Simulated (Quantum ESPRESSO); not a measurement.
**FeO (Wuestite) under changes of volume**

One of the cells (10.013 Å³/atom); the others are scaled copies at fixed shape and fractional positions:

```
CELL_PARAMETERS angstrom
0.00000 2.15540 2.15540
2.15540 0.00000 2.15540
2.15540 2.15540 0.00000
ATOMIC_POSITIONS crystal
Fe 0.00000 0.00000 0.00000
O 0.50000 0.50000 0.50000
```

| Quantity | Value |
| --- | --- |
| Program | Quantum ESPRESSO 7.5 |
| Functional | LDA |
| Potentials or basis | PseudoDojo 0.4.1 SR LDA standard |
| Cutoff | 1225 eV |
| Density cutoff | 4898 eV |
| k mesh | 11 × 11 × 11 |
| Occupations | fermi-dirac, width 0.05 eV |
| Spin | collinear spin, ferromagnetic start |
| Starting moments | [3.0, 0.0] μB |

| volume (Å³/atom) | energy over the lowest point (meV/atom) | pressure (GPa) |
| --- | --- | --- |
| 9.413 | 0.00 | -5.1 |
| 9.613 | 8.88 | -9.2 |
| 9.813 | ? | ? |
| 10.013 | 41.01 | -16.2 |
| 10.214 | 63.15 | -19.1 |
| 10.414 | 88.71 | -21.7 |
| 10.614 | 117.33 | -24.0 |

What does the run at 9.813 Å³/atom give?

Energy over the lowest point 22.74 meV/atom; pressure -12.9 GPa.

Worked out: A Birch-Murnaghan fit of order 3 (a polynomial in V^(-2/3)) to the other rows has its minimum at 9.20 Å³/atom, just outside them, with B0 = V·E''(V) = 232 GPa and B' = 4.5. It gives 22.75 meV/atom at 9.813 Å³/atom, against the run's 22.74, and -dE/dV = -12.9 GPa, against -12.9.

Energies are extrapolated to zero smearing.

Caveats: a cell with one magnetic atom can't hold antiferromagnetic order, which such compounds often take.
